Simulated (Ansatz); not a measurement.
# ZrS2: the cost of one run

All numbers are computed with Ansatz 0.2.0, driven from Python. Level of theory: DFT r2SCAN+D3(BJ) with three-body term, plane waves, PAW.

## 1. The structure

It takes space group P-3m1 (No. 164, trigonal). The conventional cell has a = 3.691 Å, b = 3.691 Å, c = 6.041 Å, α = 90.00°, β = 90.00°, γ = 120.00°. Around Zr (site symmetry -3m) lie 6 S at 2.57 Å. Around S (site symmetry 3m) lie 3 Zr at 2.57 Å.

The script holds or builds the structure itself.

## 2. Script

The input, elastic.py:

```python
# -*- coding: utf-8 -*-
"""Elastic constants of ZrS2."""

import warnings

import ansatz as az
import numpy as np

warnings.simplefilter("ignore", az.DeckWarning)

structure = (
    az.Lattice.of((3.691383, 0.0, 0.0), (-1.845691, 3.196831, 0.0), (0.0, 0.0, 6.041077))
    .atom("Zr", (0.0, 0.0, 0.0))
    .atom("S", (2 / 3, 1 / 3, 0.76209))
    .atom("S", (1 / 3, 2 / 3, 0.23791))
)

setup = (
    structure.calculation()
    .occupations("fixed")
    .functional(az.Functional.R2SCAN, dispersion="d3bjatm")
    .kpoints(12, 12, 6)
)
out = setup.elastic("clamped_ion").run()
elastic = out.elastic

print(np.array2string(np.round(elastic.c_gpa, 1) + 0.0, suppress_small=True))
print("Voigt stress of the unstrained cell (GPa, tension positive):", np.round(elastic.sigma0_gpa, 3) + 0.0)
print("smallest eigenvalue of C:", round(elastic.stability.min_eigenvalue_gpa, 1), "GPa; tensor positive definite:", elastic.stability.min_eigenvalue_gpa > 0)
# averaged moduli need a positive definite tensor
if elastic.stability.min_eigenvalue_gpa > 0:
    m = elastic.moduli
    anisotropy = 5 * m.g_voigt_gpa / m.g_reuss_gpa + m.k_voigt_gpa / m.k_reuss_gpa - 6
    print(f"Voigt K {m.k_voigt_gpa:.1f} G {m.g_voigt_gpa:.1f}; Reuss K {m.k_reuss_gpa:.1f} G {m.g_reuss_gpa:.1f}; universal anisotropy index {anisotropy:.3f}")
```

## 3. The calls as engine input

The package turns the script's settings into the engine's input:

```yaml
crystal:
  lattice:
    - [3.691383, 0.0, 0.0]
    - [-1.845691, 3.196831, 0.0]
    - [0.0, 0.0, 6.041077]
  atoms:
    - { symbol: Zr, position: [0.0, 0.0, 0.0] }
    - { symbol: S, position: [0.6666666666666666, 0.3333333333333333, 0.76209] }
    - { symbol: S, position: [0.3333333333333333, 0.6666666666666666, 0.23791] }
kpoints:
  mp_grid:
    grid: [12, 12, 6]
hamiltonian:
  xc: r2scan
  dispersion: d3bjatm
scf:
  occupations:
    method: fixed
elastic:
  mode: clamped_ion
```

## 4. Launch

Command:

```
$ python elastic.py
```

Q: Estimate wall time and peak memory on 1 thread of Arm Neoverse V1, shared host.

About 8.3 min, with a peak of 1.1 GiB.
